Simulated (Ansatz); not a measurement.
# CrCuO2: the cost of one run

Computed with Ansatz 0.2.0 (DFT PBE, scalar-relativistic, plane waves, PAW, unless a step's input says otherwise).

Spin polarisation is switched off on purpose; where the compound carries moments, volume, stiffness and gap are then not the real material's.

### Step 1. The structure to begin with

The structure is trigonal, space group R-3m (No. 166). Conventional cell: a = 2.726 Å, b = 2.726 Å, c = 18.395 Å, α = 90.00°, β = 90.00°, γ = 120.00°. Cr (site symmetry -3m) has 6 O at 1.96 Å as nearest neighbours. Around Cu (site symmetry -3m) lie 2 O at 1.89 Å. Around O (site symmetry 3m) lie 1 Cu at 1.89 Å and 3 Cr at 1.96 Å.

Coordinates:

```cif
data_structure
_symmetry_space_group_name_H-M 'R-3m:H'
_symmetry_Int_Tables_number 166
_cell_length_a 2.7264
_cell_length_b 2.7264
_cell_length_c 18.3947
_cell_angle_alpha 90.000
_cell_angle_beta 90.000
_cell_angle_gamma 120.000
_cell_volume 118.42
loop_
_atom_site_label
_atom_site_type_symbol
_atom_site_symmetry_multiplicity
_atom_site_Wyckoff_symbol
_atom_site_fract_x
_atom_site_fract_y
_atom_site_fract_z
_atom_site_occupancy
Cr1 Cr 3 b 0.66667 0.33333 0.83333 1
Cu1 Cu 3 a 0.00000 0.00000 0.00000 1
O1 O 6 c 0.33333 0.66667 0.76943 1
```

An earlier run at PBE left this cell at 9.868 Å³/atom and -0.02 GPa (14×14×14 mesh).

Volume factors to run: 0.980, 1.020, 0.960, 1.040.

### Step 2. Scaling the volume by 0.980

input.yaml

```yaml
crystal:
  lattice:
    - [1.3540703181, 0.7817728627, 6.0904261484]
    - [-1.3540703181, 0.7817728627, 6.0904261484]
    - [0.0, -1.5635457253, 6.0904261484]
  atoms:
    - { symbol: Cr, position: [0.5, 0.5, 0.5] }
    - { symbol: Cu, position: [0.0, 0.0, 0.0] }
    - { symbol: O, position: [0.1027670415, 0.1027670415, 0.1027670415] }
    - { symbol: O, position: [0.8972329585, 0.8972329585, 0.8972329585] }
basis:
  ecutwfc: 420
  ecutrho_ratio: 4
kpoints:
  mp_grid: { grid: [14, 14, 14] }
hamiltonian:
  xc: pbe
scf:
  occupations: { method: gaussian, width: 0.05 }
output:
  forces: true
  stress: true
  eigenvalues: true
relax:
  f_tol: 0.01
  max_steps: 40
  cell: { stress_tol: 0.1, fix: [volume] }
```

Started as:

```console
$ ansatz run input.yaml --threads 1 --pin off --max-ram 2560MiB --backend cpu --events-out ev --progress --plain --runs-dir out
```

Q: Estimate wall time and peak memory on 1 thread of Intel Xeon Platinum 8488C (Sapphire Rapids), shared host.

About 43 s, with a peak of 0.57 GiB.
